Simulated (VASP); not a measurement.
## Sr under changes of volume

One of the cells (58.906 Å³/atom); the others are scaled copies at fixed shape and fractional positions:

```
Sr
1.0
    -2.45113    2.45113    2.45113
     2.45113   -2.45113    2.45113
     2.45113    2.45113   -2.45113
Sr
1
Direct
  0.00000 0.00000 0.00000
```

This isn't the form of Sr at room conditions, which is fcc.

| Property | Result |
| --- | --- |
| Program | VASP 6.6.1 |
| Functional | PBE |
| Potentials or basis | VASP PAW PBE potentials, release 64 (Sr_sv) |
| Cutoff | 520 eV |
| k mesh | 8 × 8 × 8 |
| Occupations | fermi-dirac, width 0.05 eV |
| Spin | no spin polarisation |

```csv
volume (Å³/atom),energy over the lowest point (meV/atom),pressure (GPa)
54.286,0.00,-0.1
55.441,?,?
56.596,4.68,-0.5
58.906,15.32,-0.9
60.061,22.43,-1.0
61.216,30.54,-1.2
```

**Question.** What does the run at 55.441 Å³/atom give?

**Answer.** Energy over the lowest point 1.50 meV/atom; pressure -0.3 GPa.

Worked out: A Birch-Murnaghan fit of order 3 (a polynomial in V^(-2/3)) to the other rows has its minimum at 53.95 Å³/atom, just outside them, with B0 = V·E''(V) = 12.9 GPa and B' = 5.1. It gives 1.49 meV/atom at 55.441 Å³/atom, against the run's 1.50, and -dE/dV = -0.3 GPa, against -0.3.

Energies are extrapolated to zero smearing.
